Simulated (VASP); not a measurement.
Input and output of a VASP r²SCAN single-point calculation on BeS (rocksalt)

INCAR

```
LASPH = .TRUE.
LREAL = .FALSE.
NSW = 0
SIGMA = 0.01
METAGGA = R2SCAN
LCHARG = .FALSE.
LWAVE = .FALSE.
ISMEAR = 0
ISIF = 2
EDIFF = 1E-7
NELM = 120
ALGO = Normal
PREC = Accurate
ENCUT = 520
NBANDS = 11
IBRION = -1
```

KPOINTS

```
KPOINTS created by Atomic Simulation Environment
0
Gamma
10 10 10
0 0 0
```

KPOINTS_OPT

```
special points
8
Reciprocal
0.0000000000 0.0000000000 0.0000000000 1
0.5000000000 0.0000000000 0.5000000000 1
0.6250000000 0.2500000000 0.6250000000 1
0.3750000000 0.3750000000 0.7500000000 1
0.5000000000 0.5000000000 0.5000000000 1
0.5000000000 0.2500000000 0.7500000000 1
0.0000000000 0.1484380000 -0.1510420000 1
0.0000000000 0.5000000000 0.5000000000 1
```

POSCAR

```
Be S
 1.0000000000000000
     0.0000000000000000    2.3172971969456797    2.3172971969456797
     2.3172971969456797    0.0000000000000000    2.3172971969456797
     2.3172971969456797    2.3172971969456797    0.0000000000000000
 Be  S
   1   1
Cartesian
  0.0000000000000000  0.0000000000000000  0.0000000000000000
  2.3172971969456793  2.3172971969456793  2.3172971969456793
```

VASP ran with the recommended PBE PAW datasets (8 valence electrons in the cell).

Command

```
mpirun -np 1 vasp_std
```

From OUTCAR

```
k-points           NKPTS =     47   k-points in BZ     NKDIM =     47   number of bands    NBANDS=     11

   NELECT =       8.0000    total number of electrons

   dimension x,y,z NGX =    24 NGY =   24 NGZ =   24
   dimension x,y,z NGXF=    48 NGYF=   48 NGZF=   48

  energy-cutoff  :      520.00
  volume of cell :       24.89
      direct lattice vectors                 reciprocal lattice vectors
     0.000000000  2.317297197  2.317297197    -0.215768612  0.215768612  0.215768612
     2.317297197  0.000000000  2.317297197     0.215768612 -0.215768612  0.215768612
     2.317297197  2.317297197  0.000000000     0.215768612  0.215768612 -0.215768612

 k-points in reciprocal lattice and weights: KPOINTS created by Atomic Simulation Env
   0.00000000  0.00000000  0.00000000       0.001
   0.10000000  0.00000000  0.00000000       0.008
   0.20000000  0.00000000  0.00000000       0.008
   0.30000000  0.00000000  0.00000000       0.008
   0.40000000  0.00000000  0.00000000       0.008
   0.50000000  0.00000000  0.00000000       0.004
   0.10000000  0.10000000  0.00000000       0.006
   0.20000000  0.10000000  0.00000000       0.024
   ...

 E-fermi :   6.4541

 k-point     1 :       0.0000    0.0000    0.0000
  band No.  band energies     occupation
      1      -9.3076      2.00000
      2       6.1691      2.00000
      3       6.1691      2.00000
      4       6.1692      2.00000
      5      12.6406      0.00000
      6      15.8233      0.00000
      7      15.8233      0.00000
      8      15.8233      0.00000
      9      17.0961      0.00000
     10      17.0961      0.00000
     11      17.0961      0.00000

 k-point     2 :       0.1000    0.0000    0.0000
  band No.  band energies     occupation
      1      -9.1528      2.00000
      2       5.2341      2.00000
      3       6.1220      2.00000
      4       6.1220      2.00000
      5      13.0247      0.00000
      6      15.3651      0.00000
      7      15.3651      0.00000
      8      15.5148      0.00000
      9      16.4466      0.00000
     10      16.4466      0.00000
     11      17.4870      0.00000

 k-point     3 :       0.2000    0.0000    0.0000
  band No.  band energies     occupation
      1      -8.7046      2.00000
      2       3.2939      2.00000
      3       6.0211      2.00000
      4       6.0211      2.00000
      5      12.7223      0.00000
      6      13.6021      0.00000
      7      13.6021      0.00000
      8      16.3845      0.00000
      9      17.5301      0.00000
     10      17.5301      0.00000
     11      17.9653      0.00000

 k-point     4 :       0.3000    0.0000    0.0000
  band No.  band energies     occupation
      1      -8.0278      2.00000
      2       1.2696      2.00000
      3       5.9392      2.00000
      4       5.9392      2.00000
      5      11.9832      0.00000
      6      12.1686      0.00000
      7      12.1686      0.00000
      8      17.3561      0.00000
      9      19.1999      0.00000
     10      19.2910      0.00000
     11      19.2910      0.00000

 k-point     5 :       0.4000    0.0000    0.0000
  band No.  band energies     occupation
      1      -7.3029      2.00000
      2      -0.3394      2.00000
      3       5.9078      2.00000
      4       5.9078      2.00000
      5      11.2434      0.00000
      6      11.2434      0.00000
      7      11.4639      0.00000
      8      17.5837      0.00000
      9      21.3973      0.00000
     10      21.4060      0.00000
     11      21.4060      0.00000

 k-point     6 :       0.5000    0.0000    0.0000
  band No.  band energies     occupation
      1      -6.9474      2.00000
      2      -0.9996      2.00000
      3       5.9047      2.00000
      4       5.9047      2.00000
      5      10.9208      0.00000
      6      10.9208      0.00000
      7      11.2844      0.00000
      8      17.6291      0.00000
      9      22.7778      0.00000
     10      22.7778      0.00000
     11      23.5545      0.00000

 k-point     7 :       0.1000    0.1000    0.0000
  band No.  band energies     occupation
      1      -9.1006      2.00000
      2       5.5681      2.00000
      3       5.7561      2.00000
      4       5.7561      2.00000
      5      13.4213      0.00000
      6      14.1492      0.00000
      7      14.9920      0.00000
      8      16.0598      0.00000
      9      16.0598      0.00000
     10      17.9949      0.00000
     11      17.9949      0.00000

 k-point     8 :       0.2000    0.1000    0.0000
  band No.  band energies     occupation
      1      -8.7480      2.00000
      2       3.9722      2.00000
      3       5.4184      2.00000
      4       5.8365      2.00000
      5      12.5345      0.00000
      6      13.6862      0.00000
      7      14.8899      0.00000
      8      15.3781      0.00000
      9      16.7775      0.00000
     10      18.4913      0.00000
     11      18.8776      0.00000

 k-point     9 :       0.3000    0.1000    0.0000
  band No.  band energies     occupation
      1      -8.1400      2.00000
      2       1.9827      2.00000
      3       5.2258      2.00000
      4       5.7010      2.00000
      5      11.3616      0.00000
      6      13.0086      0.00000
      7      13.8725      0.00000
      8      16.1541      0.00000
      9      17.6706      0.00000
     10      20.0737      0.00000
     11      20.2188      0.00000

 k-point    10 :       0.4000    0.1000    0.0000
  band No.  band energies     occupation
      1      -7.4066      2.00000
      2       0.2283      2.00000
      3       5.2380      2.00000
      4       5.3690      2.00000
      5      10.7279      0.00000
      6      12.4980      0.00000
      7      12.5803      0.00000
      8      17.9048      0.00000
      9      18.1806      0.00000
     10      22.0332      0.00000
     11      22.2848      0.00000

 k-point    11 :       0.5000    0.1000    0.0000
  band No.  band energies     occupation
      1      -6.8778      2.00000
      2      -0.7888      2.00000
      3       4.9922      2.00000
      4       5.4559      2.00000
      5      10.6264      0.00000
      6      11.6857      0.00000
      7      12.3243      0.00000
      8      18.1204      0.00000
      9      20.3058      0.00000
     10      22.9118      0.00000
     11      23.9201      0.00000

 k-point    12 :      -0.4000    0.1000    0.0000
  band No.  band energies     occupation
      1      -7.0024      2.00000
      2      -0.5618      2.00000
      3       4.7137      2.00000
      4       5.8150      2.00000
      5      10.9784      0.00000
      6      11.2777      0.00000
      7      12.5331      0.00000
      8      18.0821      0.00000
      9      20.7838      0.00000
     10      21.1768      0.00000
     11      23.3985      0.00000

 k-point    13 :      -0.3000    0.1000    0.0000
  band No.  band energies     occupation
      1      -7.6544      2.00000
      2       0.7691      2.00000
      3       4.6290      2.00000
      4       6.1801      2.00000
      5      11.4554      0.00000
      6      11.6853      0.00000
      7      13.1345      0.00000
      8      17.6258      0.00000
      9      19.0223      0.00000
     10      19.0605      0.00000
     11      22.5217      0.00000

 k-point    14 :      -0.2000    0.1000    0.0000
  band No.  band energies     occupation
      1      -8.3690      2.00000
      2       2.6297      2.00000
      3       4.7900      2.00000
      4       6.3938      2.00000
      5      12.2866      0.00000
      6      12.6209      0.00000
      7      14.0708      0.00000
      8      16.1493      0.00000
      9      17.3299      0.00000
     10      18.4187      0.00000
     11      20.3088      0.00000

 k-point    15 :      -0.1000    0.1000    0.0000
  band No.  band energies     occupation
      1      -8.8992      2.00000
      2       4.3842      2.00000
      3       5.3056      2.00000
      4       6.3698      2.00000
      5      13.3020      0.00000
      6      13.7152      0.00000
      7      15.0643      0.00000
      8      15.0935      0.00000
      9      16.3625      0.00000
     10      18.0037      0.00000
     11      18.2205      0.00000

 k-point    16 :       0.2000    0.2000    0.0000
  band No.  band energies     occupation
      1      -8.4938      2.00000
      2       4.1172      2.00000
      3       4.8626      2.00000
      4       4.8626      2.00000
      5      11.1464      0.00000
      6      13.5454      0.00000
      7      15.3380      0.00000
      8      16.7238      0.00000
      9      16.7238      0.00000
     10      19.9913      0.00000
     11      20.3188      0.00000

 ...

  Total       -0.0235053     -0.0235053     -0.0235053      0.0000000      0.0000000     -0.0000000
  in kB       -1.5132169     -1.5132169     -1.5132169      0.0000000      0.0000000     -0.0000000
  external PRESSURE =      -1.5132169 kB  Pullay stress =       0.0000000 kB

 POSITION                                       TOTAL-FORCE (eV/Angst)
 -----------------------------------------------------------------------------------
      0.00000      0.00000      0.00000         0.000000     -0.000000     -0.000000
      2.31730      2.31730      2.31730         0.000000      0.000000      0.000000
 -----------------------------------------------------------------------------------
    total drift:                               -0.000000     -0.000000      0.000000

  FREE ENERGIE OF THE ION-ELECTRON SYSTEM (eV)
  ---------------------------------------------------
  free  energy   TOTEN  =       -13.5522435187 eV

  energy  without entropy=      -13.5522435187  energy(sigma->0) =      -13.55224352
```

The gap between bands v and c is 1.33 eV and the least direct gap is 4.60 eV. The pressure is -0.2 GPa.

Band v is the last that the valence electrons fill when counted band by band, and c is the next.

The run took about 25 s on one core of a shared host (Intel Xeon Platinum 8488C) and held 0.15 GiB at most.
